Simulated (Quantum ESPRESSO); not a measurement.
Crystal: Ge.

```
CELL_PARAMETERS angstrom
0.00000 2.82891 2.82891
2.82891 0.00000 2.82891
2.82891 2.82891 0.00000
ATOMIC_POSITIONS crystal
Ge 0.75000 0.75000 0.75000
Ge 0.50000 0.50000 0.50000
```

| Property | Result |
| --- | --- |
| Program | Quantum ESPRESSO 7.5 |
| Task | single point |
| Functional | PBE |
| Potentials or basis | SSSP 1.3 efficiency PBE |
| Cutoff | 748 eV |
| Density cutoff | 5987 eV |
| k mesh | 8 × 8 × 8 |
| Occupations | fermi-dirac, width 0.05 eV |
| Spin | no spin polarisation |

On this cell: pressure 3.6 GPa; largest force zero by symmetry; band gap on the k mesh none (metal or under the smearing width).

The same run follows on a disturbed copy (atoms moved at random, drawn with an rms of 0.05 Å):

```
Ge
1.0
     0.00000    2.82891    2.82891
     2.82891    0.00000    2.82891
     2.82891    2.82891    0.00000
Ge
2
Direct
  0.76097 0.73326 0.75334
  0.49345 0.48940 0.51015
```

Problem. What does the disturbed cell give?

Solution. The energy (extrapolated to zero smearing) moves by +9.9 meV/atom; pressure 3.7 GPa; largest force 0.709 eV/Å; band gap on the k mesh none (metal or under the smearing width).

Forces in eV/Å, atoms in the order of the input:
```
Ge   0.445 -0.381 -0.400
Ge  -0.445  0.381  0.400
```

Stress tensor (GPa, compression positive):
```
 3.69 -1.14 -1.08
-1.14  3.71  1.28
-1.08  1.28  3.71
```

Caveats: this crystal is a semiconductor, whose small gap the functional closes, so the metal is an error of the method (some runs).
